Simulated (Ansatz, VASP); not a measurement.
## One calculation of AlCu, two programs

```
Al Cu
1.0
     2.92791    0.00000    0.00000
     0.00000    2.92791    0.00000
     0.00000    0.00000    2.92791
Al Cu
1 1
Direct
  0.00000 0.00000 0.00000
  0.50000 0.50000 0.50000
```

Alike in both runs: functional LDA; k mesh 7 × 7 × 7; no spin polarisation.

Ansatz relaxed the structure, and its values are those at the end. VASP's run is a single point on that final structure, the one shown.

|  | VASP | Ansatz |
| --- | --- | --- |
| version | VASP 6.6.1 | Ansatz 0.2.0 |
| potentials or method | VASP PAW LDA potentials, release 64 (Al, Cu) | plane waves, PAW |
| plane-wave cutoff (eV) | 520 | 550 |
| occupations | gaussian, width 0.1 eV | gaussian |
| valence electrons in the cell | 14 | 22 |

Ansatz gave:

- pressure (GPa): 0.0

Task: Which values does VASP return?

Result: Pressure (GPa): 1.0.

The two sets of potentials don't hold the same shells in valence.
